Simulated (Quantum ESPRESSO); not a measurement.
W: equation of state with LDA

Crystal: W.

```
W
1.0
    -1.58234    1.58234    1.58234
     1.58234   -1.58234    1.58234
     1.58234    1.58234   -1.58234
W
1
Direct
  0.00000 0.00000 0.00000
```

| Quantity | Value |
| --- | --- |
| Program | Quantum ESPRESSO 7.5 |
| Task | equation of state |
| Functional | LDA |
| Potentials or basis | PseudoDojo 0.4.1 SR LDA standard |
| Cutoff | 952 eV |
| Density cutoff | 3810 eV |
| k mesh | 12 × 12 × 12 |
| Occupations | fermi-dirac, width 0.05 eV |
| Spin | no spin polarisation |
| Form of the LDA correlation | PW92 |
| Mixing beta | 0.5 |
| Most SCF iterations | 120 |
| SCF threshold | 2e-10 Ry |

| Property | Result |
| --- | --- |
| Equilibrium volume | 15.36 Å³/atom |
| Bulk modulus | 327 GPa |
| Pressure derivative of the bulk modulus | 3.9 |

Energy against volume, from the lowest point:
| volume (Å³/atom) | energy (meV/atom) |
| --- | --- |
| 14.897 | 13.39 |
| 15.214 | 0.00 |
| 15.531 | 0.62 |
| 15.848 | 13.88 |
| 16.165 | 38.58 |
| 16.482 | 73.62 |
| 16.798 | 117.97 |

All runs of the series together: 100 s on 1 thread of Arm Neoverse V1, on a shared host.

The run has no spin-orbit coupling, so splittings on W are missing. Zero-point motion and thermal expansion aren't in these numbers.
